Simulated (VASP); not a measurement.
# H4C2O3 in VASP: notebook

The runs below take H4C2O3 through single point, with LDA.

Program: VASP 6.6.1. These are calculated values, not measurements. Logs are shortened: lines on timing, memory, paths and dates and some standing lists are left out, and cuts for length are marked.

## (1) Starting point

The cell holds a amorphous, 27 atoms: a = 7.192 Å, b = 7.192 Å, c = 7.192 Å, α = 90.00°, β = 90.00°, γ = 90.00°.

The cell was built by a generator and needn't be a form met in nature.

## (2) Single point, LDA

Input file INCAR:

```
SYSTEM = H4C2O3
  PREC = Accurate
  ENCUT = 520
  EDIFF = 1E-7
  ISMEAR = -1
  SIGMA = 0.02
  LREAL = Auto
  LASPH = .True.
  NELM = 80
  ALGO = Normal
  ISIF = 2
  LWAVE = .False.
  LCHARG = .True.
  GGA = CA
  LELF = .True.
  LVHAR = .True.
  NBANDS = 64
```

Input file KPOINTS:

```
Automatic mesh
0
Gamma
  1 1 1
  0 0 0
```

Input file POSCAR:

```
H4C2O3
1.0
    7.1919660000      0.0000000000      0.0000000000
    0.0000000000      7.1919660000      0.0000000000
    0.0000000000      0.0000000000      7.1919660000
O C H
9 6 12
Direct
    0.2411996942      0.9572347811      0.9499905867
    0.8943868756      0.1034765737      0.8318587713
    0.6202476486      1.1324858877      0.2424788994
    0.3416312035      0.2700791411      1.0470711347
    0.5052165152      0.2635301669      0.7856822460
    0.8895064298      0.8877822837      0.1122641570
    0.9761169616      0.6463462147     -0.0716076800
    0.4499326054      0.4417011983      0.4058417406
    0.7359879065      0.5439263756      0.4888232230
    0.3004463592      0.8797038251      0.8129904952
    0.8820536693      0.2651569821      0.7827762256
    0.6172999149      1.0187061507      0.3604299575
    0.4712897697      0.3307857685      0.9386863064
    0.9289949369      0.7107653179      0.0781010366
    0.5668547376      0.5529225249      0.4832753659
    0.3975686203      0.9421763117      0.7129622137
    0.2330934267      0.7306069022      0.7781460591
    0.9075265373      0.3830385183      0.8682465963
    0.8277847810      0.3015726159      0.6397694316
    0.6923836959      0.8799401999      0.3418675784
    0.5400887602      1.0243374343      0.4930084486
    0.3036999897      0.1406986629      1.0109474934
    0.5274913702      0.4669794045      0.9927605331
    0.9244899100      0.9599600443     -0.0093854726
    0.8850292118      0.6303700546      0.2036717081
    0.5104723799      0.3432163055      0.3322179221
    0.4925217945      0.6722084059      0.5448023531
```

Potentials or basis: VASP PAW LDA potentials, release 64 (O, C, H).

The run is started by

```
$ cat potpaw_LDA.64/O/POTCAR potpaw_LDA.64/C/POTCAR potpaw_LDA.64/H/POTCAR > POTCAR
$ mpirun -np 1 vasp_gam > vasp.out
```

OUTCAR:

```text
SYSTEM = H4C2O3
   PREC = Accurate
   ENCUT = 520
   EDIFF = 1E-7
   ISMEAR = -1
   LREAL = Auto
   LASPH = .True.
   NELM = 80
   ISIF = 2
   GGA = CA

 ion  position               nearest neighbor table
   1  0.241  0.957  0.950-  10 1.21
   2  0.894  0.103  0.832-  11 1.22
   3  0.620  0.132  0.242-  12 1.18
   4  0.342  0.270  0.047-  22 1.00  13 1.29
   5  0.505  0.264  0.786-  13 1.23
   6  0.890  0.888  0.112-  24 1.05  14 1.33
   7  0.976  0.646  0.928-  14 1.22
   8  0.450  0.442  0.406-  26 0.99  15 1.29
   9  0.736  0.544  0.489-  15 1.22
  10  0.300  0.880  0.813-  16 1.10  17 1.20   1 1.21
  11  0.882  0.265  0.783-  18 1.06  19 1.13   2 1.22
  12  0.617  0.019  0.360-  21 1.10  20 1.14   3 1.18
  13  0.471  0.331  0.939-  23 1.13   5 1.23   4 1.29
  14  0.929  0.711  0.078-  25 1.12   7 1.22   6 1.33
  15  0.567  0.553  0.483-  27 1.10   9 1.22   8 1.29
  16  0.398  0.942  0.713-  10 1.10
  17  0.233  0.731  0.778-  10 1.20
  18  0.908  0.383  0.868-  11 1.06
  19  0.828  0.302  0.640-  11 1.13
  20  0.692  0.880  0.342-  12 1.14
  21  0.540  0.024  0.493-  12 1.10
  22  0.304  0.141  0.011-   4 1.00
  23  0.527  0.467  0.993-  13 1.13
  24  0.924  0.960  0.991-   6 1.05
  25  0.885  0.630  0.204-  14 1.12
  26  0.510  0.343  0.332-   8 0.99
  27  0.493  0.672  0.545-  15 1.10

  LATTYP: Found a simple cubic cell.
 ALAT       =     7.1919660000

  Lattice vectors:

 A1 = (   7.1919660000,   0.0000000000,   0.0000000000)
 A2 = (   0.0000000000,   7.1919660000,   0.0000000000)
 A3 = (   0.0000000000,   0.0000000000,   7.1919660000)

Analysis of symmetry for initial positions (statically):
=====================================================================
 Subroutine PRICEL returns:
 Original cell was already a primitive cell.

 Routine SETGRP: Setting up the symmetry group for a
 simple cubic supercell.

 Subroutine GETGRP returns: Found  1 space group operations
 (whereof  1 operations were pure point group operations)
 out of a pool of 48 trial point group operations.

The static configuration has the point symmetry C_1 .

Analysis of symmetry for dynamics (positions and initial velocities):
=====================================================================
 Subroutine PRICEL returns:
 Original cell was already a primitive cell.

 Routine SETGRP: Setting up the symmetry group for a
 simple cubic supercell.

 Subroutine GETGRP returns: Found  1 space group operations
 (whereof  1 operations were pure point group operations)
[... 134 lines left out ...]
   ISIF   =      2    stress and relaxation
   ISYM   =      2    0-nonsym 1-usesym 2-fastsym
   POTIM  = 0.5000    time-step for ionic-motion
   TEBEG  =    0.0;   TEEND  =   0.0 temperature during run
   PSTRESS=    0.0 pullay stress
   NELECT =      90.0000    total number of electrons
   NUPDOWN=      -1.0000    fix difference up-down
   EMIN   =  10.00;   EMAX   =-10.00  energy-range for DOS
   EFERMI =   0.00;   METHOD = LEGACY
   ISMEAR =    -1;   SIGMA  =   0.02  broadening in eV -4-tet -1-fermi 0-gaus
   EFERMI_NEDOS =   21; number of points for ismear=-14 and -15
   IALGO  =     38    algorithm
   IMIX   =      4    mixing-type and parameters
     AMIX     =   0.40;   BMIX     =  1.00
     AMIX_MAG =   1.60;   BMIX_MAG =  1.00
  volume/ion in A,a.u.               =      13.78        92.98
  Fermi-wavevector in a.u.,A,eV,Ry     =   1.020097  1.927703 14.158188  1.040597
  Thomas-Fermi vector in A             =   2.153647
   LORBIT       =      0    0 simple, 1 ext, 2 COOP (PROOUT), +10 PAW based schemes
   GGA     = CA    functional components
   LHFCALC =     F    Hartree Fock is set to
   AEXX    =    0.0000 exact exchange contribution
   IVDW    =     0    specifies the selected vdW correction
   LEPSILON=     F    determine dielectric tensor
   LRPA    =     F    only Hartree local field effects (RPA)
 non-spin polarized calculation
  energy-cutoff  :      520.00
  volume of cell :      372.00
 maximum number of plane-waves:      4970
 NGX is ok and might be reduce to    54
   NGX = 27   NGY = 27   NGZ = 27

 number of electron      89.9999989 magnetization

 Free energy of the ion-electron system (eV)
  ---------------------------------------------------
  ext. energy  EPLUGINS =         0.00000000
  ---------------------------------------------------
  free energy    TOTEN  =      -167.42069642 eV

  energy without entropy =     -167.42069642  energy(sigma->0) =     -167.42069642

 E-fermi :  -2.1150     XC(G=0):  -6.8590

 val. band max:       -2.6282089034   @ k =   0.0000   0.0000   0.0000
 cond. band min:      -0.3642767646   @ k =   0.0000   0.0000   0.0000
 fundamental gap:      2.2639321388
 Fermi energy:        -2.1150189788

 k-point     1 :       0.0000    0.0000    0.0000
  band No.  band energies     occupation
      1     -24.8536      2.00000
      2     -24.7458      2.00000
      3     -24.3464      2.00000
      4     -24.2827      2.00000
      5     -23.9902      2.00000
      6     -23.1956      2.00000
[... 49 lines left out ...]
     56       4.7283      0.00000
     57       4.8206      0.00000
 [bands above 57 left out]

------------------------ aborting loop because EDIFF is reached ----------------------------------------

  FORCE on cell =-STRESS in cart. coord.  units (eV):
  Direction    XX          YY          ZZ          XY          YZ          ZX
  --------------------------------------------------------------------------------------
  -------------------------------------------------------------------------------------
  Total        0.7493016      3.3186148      2.4290035      0.2812979     -0.4106664     -0.9120505
  in kB        3.2271886     14.2930381     10.4615457      1.2115301     -1.7687111     -3.9281368
  external PRESSURE =       9.3272574 kB  Pullay stress =       0.0000000 kB

 VOLUME and BASIS-vectors are now :
 -----------------------------------------------------------------------------
  energy-cutoff  :      520.00
  volume of cell :      372.00
      direct lattice vectors                 reciprocal lattice vectors
     7.191966000  0.000000000  0.000000000     0.139044039  0.000000000  0.000000000
     0.000000000  7.191966000  0.000000000     0.000000000  0.139044039  0.000000000
     0.000000000  0.000000000  7.191966000     0.000000000  0.000000000  0.139044039

 POSITION                                       TOTAL-FORCE (eV/Angst)
 -----------------------------------------------------------------------------------
      1.73470      6.88440      6.83230         0.262470     -0.095308      0.275293
      6.43240      0.74420      5.98270         0.450028     -0.271190     -0.171033
      4.46080      0.95283      1.74390        -0.098722      2.553411     -1.363872
      2.45700      1.94240      0.33853         0.129473      0.950032      1.271901
      3.63350      1.89530      5.65060         0.782952      0.170470      0.316595
      6.39730      6.38490      0.80740         1.023114     -0.522724     -1.282486
[... 19 lines left out ...]
      3.67130      2.46840      2.38930         0.474008     -1.010095     -0.449340
      3.54220      4.83450      3.91820        -0.277774      0.254409      0.346485
 -----------------------------------------------------------------------------------
    total drift:                               -0.003141      0.003057      0.011341

  FREE ENERGIE OF THE ION-ELECTRON SYSTEM (eV)
  ---------------------------------------------------
  free  energy   TOTEN  =      -167.4206964231 eV

  energy  without entropy=     -167.4206964230  energy(sigma->0) =     -167.42069642
```

Run time: 60 s. Hardware: 1 thread of AMD EPYC 7R43 (Zen 3), shared host; peak memory 0.25 GiB.

What came out:

| Property | Result |
| --- | --- |
| Free energy | -167.4207 eV |
| Pressure | 0.9 GPa |
| Largest force | 3.886 eV/Å |
| Band gap on the k mesh | 2.26 eV, direct |

Forces on the atoms (eV/Å):
```
O    0.262 -0.095  0.275
O    0.450 -0.271 -0.171
O   -0.099  2.553 -1.364
O    0.129  0.950  1.272
O    0.783  0.170  0.317
O    1.023 -0.523 -1.282
O    0.369  0.132  0.262
O   -0.970 -0.085 -0.343
O   -0.161 -0.217 -0.343
C   -1.783 -2.529 -0.601
C   -1.311 -1.120 -1.640
C    0.631 -3.587  1.356
C   -0.682  0.724 -0.949
C   -1.338  0.455  0.454
C    0.880  0.874  0.524
H    0.535  0.497 -0.027
H    0.888  1.629  0.360
H    0.599  1.261  1.297
H    0.384 -0.181  0.228
H   -0.107  0.613 -0.062
H   -0.371  0.716  0.521
H   -0.488 -0.741 -0.539
H    0.288 -0.434 -0.245
H   -0.562  0.397  0.836
H    0.454 -0.435 -0.033
H    0.474 -1.010 -0.449
H   -0.278  0.254  0.346
```

Stress tensor (GPa, compression positive):
```
 0.32  0.12 -0.39
 0.12  1.43 -0.18
-0.39 -0.18  1.05
```

Caveat: the standard files for N, O and F lose accuracy on very short bonds. Expect the measured gap to be larger: semilocal functionals such as LDA lack the derivative discontinuity.

## (3) Single point, LDA

Input file INCAR:

```
SYSTEM = H4C2O3
PREC     = Accurate       ! precision mode
ENCUT    = 520            ! plane-wave cutoff, eV
EDIFF    = 1E-7           ! SCF threshold, eV
ISMEAR   = -1             ! smearing method
SIGMA    = 0.02           ! smearing width, eV
LREAL    = Auto         
LASPH    = .TRUE.         ! aspherical terms in the spheres
NELM     = 60             ! most SCF steps
ALGO     = Normal         ! electronic algorithm
ISIF     = 2              ! what is computed and relaxed
LWAVE    = .FALSE.        ! write WAVECAR
LCHARG   = .FALSE.        ! write CHGCAR
NBANDS   = 64             ! bands
```

Input file KPOINTS:

```
Automatic mesh
0
G
  1 1 1
  0 0 0
```

Input file POSCAR:

```
H4C2O3
1.0
    7.1919660000      0.0000000000      0.0000000000
    0.0000000000      7.1919660000      0.0000000000
    0.0000000000      0.0000000000      7.1919660000
O C H
9 6 12
Direct
    0.2567170090      0.9364894105      0.9553159734
    0.8758801140      0.0601921644      0.8187608228
    0.6270608065      1.1555115806      0.2429933623
    0.3343174870      0.2891281744      1.0531890724
    0.5550777075      0.2720257576      0.8380601354
    0.9104186533      0.8861554685      0.1220806661
    1.0161477404      0.6626838892     -0.0773501988
    0.4858337762      0.4299241682      0.4105553335
    0.7442749312      0.5624192328      0.5093322188
    0.3535889908      0.8375595769      0.8579712418
    0.8413832880      0.2245422184      0.8330406456
    0.6071079869      1.0109196845      0.3377101616
    0.4757530834      0.3566201509      0.9627965427
    0.9527992763      0.7139911396      0.0721221430
    0.5813014133      0.5527278633      0.4942459405
    0.5046186258      0.8591670205      0.8389778261
    0.2950653549      0.7089299365      0.7885048400
    0.8661470313      0.2908106073      0.9624489326
    0.8449984330      0.3269203442      0.7174116229
    0.6567884220      0.8795647810      0.2689250756
    0.5610426968      1.0101271335      0.4816902638
    0.3067589585      0.1633072236      1.0046348940
    0.5299802585      0.4772269502      1.0322351357
    0.8946232504      0.9589728316     -0.0042964608
    0.9409805330      0.6249751459      0.1963162785
    0.5550498987      0.3333024656      0.3427435558
    0.4736674228      0.6565937603      0.5573580298
```

Potentials or basis: VASP PAW LDA potentials, release 64 (O, C, H).

The run is started by

```
$ cat potpaw_LDA.64/O/POTCAR potpaw_LDA.64/C/POTCAR potpaw_LDA.64/H/POTCAR > POTCAR
$ mpirun -np 1 vasp_gam > vasp.out
```

Wall time 54 s (1 thread of AMD EPYC 7R43 (Zen 3), shared host); peak memory 0.24 GiB.

It converged, with:

```yaml
Free_energy: -167.2804 eV
Pressure: 1.4 GPa
Largest_force: 3.506 eV/Å
Band_gap_on_the_k_mesh: 2.27 eV, direct
```

Forces in eV/Å, atoms in the order of the input:
```
O    0.625  0.315 -0.415
O   -0.447 -1.828 -0.405
O   -0.438 -1.829  1.575
O   -0.326  1.117 -0.027
O   -0.232  0.159 -0.438
O   -0.522 -0.537 -0.951
O   -0.871 -0.013  0.507
O   -2.252 -0.365 -0.556
O    3.073  0.383  0.229
C   -0.517 -0.605  0.249
C    1.063  1.718 -1.040
C    1.337  1.238 -2.618
C    0.089 -1.758  0.426
C    1.063  0.106  0.145
C   -2.780  1.740  1.241
H    0.446  0.453 -0.051
H   -0.204  0.415  0.270
H   -0.267  0.872  1.860
H   -0.221 -0.386 -0.422
H   -0.308  0.192  0.425
H   -0.418  0.227  0.789
H   -0.360 -1.245 -0.259
H    0.385  1.317  0.175
H    0.352  0.535 -0.147
H   -0.141 -0.630  0.222
H    0.943 -1.263 -0.590
H    0.927 -0.328 -0.194
```

Stress tensor (GPa, compression positive):
```
2.17 0.92 0.65
0.92 1.38 1.47
0.65 1.47 0.60
```

Levels at points of the mesh, in eV from the valence-band top:
| k point | band 42 | band 43 | band 44 | band 45 | band 46 | band 47 | band 48 | band 49 |
| --- | --- | --- | --- | --- | --- | --- | --- | --- |
| (0.00, 0.00, 0.00) | -1.04 | -0.69 | -0.27 | 0.00 | 2.27 | 2.46 | 3.45 | 4.52 |

Caveat: the standard files for N, O and F lose accuracy on very short bonds. A hybrid or GW would open this gap; LDA tends to underestimate it.

## (4) Single point, LDA

Input file INCAR:

```
ALGO     = Fast           # electronic algorithm
EDIFF    = 1E-6           # SCF threshold, eV
ENCUT    = 520            # plane-wave cutoff, eV
GGA      = CA             # functional
ISIF     = 2              # what is computed and relaxed
ISMEAR   = -1             # smearing method
LASPH    = True           # aspherical terms in the spheres
LCHARG   = False          # write CHGCAR
LREAL    = Auto         
LWAVE    = False          # write WAVECAR
NBANDS   = 64             # bands
NELM     = 80             # most SCF steps
PREC     = Accurate       # precision mode
SIGMA    = 0.02           # smearing width, eV
```

Input file KPOINTS:

```
k-points
0
Gamma
  1 1 1
```

Input file POSCAR:

```
H4C2O3
1.0
    7.1919660000      0.0000000000      0.0000000000
    0.0000000000      7.1919660000      0.0000000000
    0.0000000000      0.0000000000      7.1919660000
O C H
9 6 12
Direct
    0.2866670949      0.9658137983      0.9428437231
    0.8862527993      0.0525030291      0.8206796306
    0.6430369665      1.1773832079      0.2522536953
    0.3087750971      0.2863472936      1.0354192442
    0.5696634272      0.2691475460      0.8647426865
    0.9143118863      0.8583605651      0.1123336790
    1.0415927995      0.6229172941     -0.0532816757
    0.4775467515      0.4256555162      0.4329275194
    0.7417026165      0.5567323316      0.5285898181
    0.3859584431      0.8436775146      0.8868506887
    0.8871287767      0.2196061550      0.8433299045
    0.6083871920      1.0449854741      0.3497791842
    0.4757391790      0.3376406396      0.9929412903
    0.9935391797      0.6914521009      0.0954259239
    0.5720966979      0.5473190502      0.5317322134
    0.5187455002      0.8849596897      0.7876010537
    0.3421873796      0.6904231750      0.8945259196
    0.9178297005      0.2804240176      0.9837365750
    0.8578739110      0.2963445600      0.7185378796
    0.6484179708      0.9090838305      0.3002099843
    0.5753920416      1.0679416449      0.4995991360
    0.3004602636      0.1574534696      0.9684417307
    0.5217349470      0.4730556290      1.0695684601
    0.8969869991      0.9347096468     -0.0122080666
    0.9673154740      0.6047720470      0.2317586040
    0.5700110373      0.3370844634      0.3726658330
    0.4714983358      0.6379479547      0.5980979332
```

The run is started by

```
$ cat potpaw_LDA.64/O/POTCAR potpaw_LDA.64/C/POTCAR potpaw_LDA.64/H/POTCAR > POTCAR
$ mpirun -np 1 vasp_gam > vasp.out
```

Run time: 52 s. Hardware: 1 thread of AMD EPYC 7R43 (Zen 3), shared host; peak memory 0.24 GiB.

Results (log left out):

- Free energy: -167.1601 eV
- Pressure: -0.5 GPa
- Largest force: 3.169 eV/Å
- Band gap on the k mesh: 2.28 eV, direct

Forces on the atoms (eV/Å):
```
O   -0.581 -0.548  0.690
O    0.042 -1.912  0.309
O   -0.085  0.661 -0.444
O    0.266 -0.138 -0.057
O   -0.540  0.226  1.020
O    0.224 -0.539  0.493
O    0.455  0.321  0.954
O   -0.303  0.038  0.496
O   -0.566  0.373  0.556
C    1.613 -0.393 -2.700
C   -0.348  0.271  0.680
C    1.160  0.113  0.963
C    1.010  1.915 -0.927
C   -2.081 -0.472 -0.246
C    0.925 -0.827 -1.320
H   -1.320 -0.568  1.590
H    0.165  0.750  0.310
H   -0.061  0.271 -0.436
H    0.200  1.482 -0.517
H   -0.120 -1.206 -0.349
H   -0.528 -0.153  0.110
H   -0.475  0.174  0.213
H   -0.209 -1.358 -0.417
H    0.600 -0.155 -0.210
H    0.799  0.844 -1.010
H   -0.020 -0.008 -0.573
H   -0.221  0.838  0.822
```

Stress tensor (GPa, compression positive):
```
-1.42 -0.36  0.56
-0.36  1.58  0.16
 0.56  0.16 -1.56
```

Levels at points of the mesh, in eV from the valence-band top:
```tsv
k point	band 41	band 42	band 43	band 44	band 45	band 46	band 47	band 48	band 49	band 50
(0.00, 0.00, 0.00)	-1.10	-0.85	-0.65	-0.36	0.00	2.28	2.30	3.84	4.38	4.60
```

Caveat: the standard files for N, O and F lose accuracy on very short bonds.
